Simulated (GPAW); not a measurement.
CdO (Monteponite): band structure with LDA

The system is CdO (Monteponite).

```
Cd O
1.0
     0.00000    2.34950    2.34950
     2.34950    0.00000    2.34950
     2.34950    2.34950    0.00000
Cd O
1 1
Direct
  0.00000 0.00000 0.00000
  0.50000 0.50000 0.50000
```

- Program: GPAW 26.7.0
- Task: band structure
- Functional: LDA
- Potentials or basis: the program's PAW data sets (release 1.2.1) made for this functional
- Cutoff: 800 eV
- Basis: pw
- k mesh: 8 × 8 × 8
- Occupations: fermi-dirac, width 0.05 eV
- Spin: spin-orbit coupling, no magnetisation
- Maxiter: 150
- Band path: GXWKGLUWLK,UX
- Band points: 80
- spin axis theta (degrees): 90
- spin axis phi (degrees): 45
- Soc after scf: second variation

| Item | Value |
| --- | --- |
| Pressure | -6.5 GPa |
| Band gap along the path | none (metal or under the smearing width) |

Levels at the corners of the path, in eV from the Fermi level:
```
point  band 15  band 16  band 17  band 18  band 19  band 20
    Γ    -1.57    -1.57    -1.57    -1.57    -0.69    -0.69
    X    -2.62    -2.62    -2.54    -2.54     3.47     3.47
    W    -3.21    -3.21    -2.08    -2.08     5.62     5.62
    K    -3.10    -3.10    -1.46    -1.46     5.03     5.03
    Γ    -1.57    -1.57    -1.57    -1.57    -0.69    -0.69
    L    -0.16    -0.16    -0.12    -0.12     4.07     4.07
    U    -3.10    -3.10    -1.46    -1.46     5.03     5.03
    W    -3.21    -3.21    -2.08    -2.08     5.62     5.62
    L    -0.16    -0.16    -0.12    -0.12     4.07     4.07
    K    -3.10    -3.10    -1.46    -1.46     5.03     5.03
    U    -3.10    -3.10    -1.46    -1.46     5.03     5.03
    X    -2.62    -2.62    -2.54    -2.54     3.47     3.47
```

It took 35 s on 1 thread of Arm Neoverse V2, with other jobs on the host, peak memory 0.28 GiB.

Caveat: spin-orbit coupling was added after a scalar SCF, so levels and gaps hold it while energy, forces, pressure and moments don't; this program's spin-orbit splittings come out too wide for heavy elements; this crystal is a semiconductor, whose small gap the functional closes, so the metal is an error of the method.
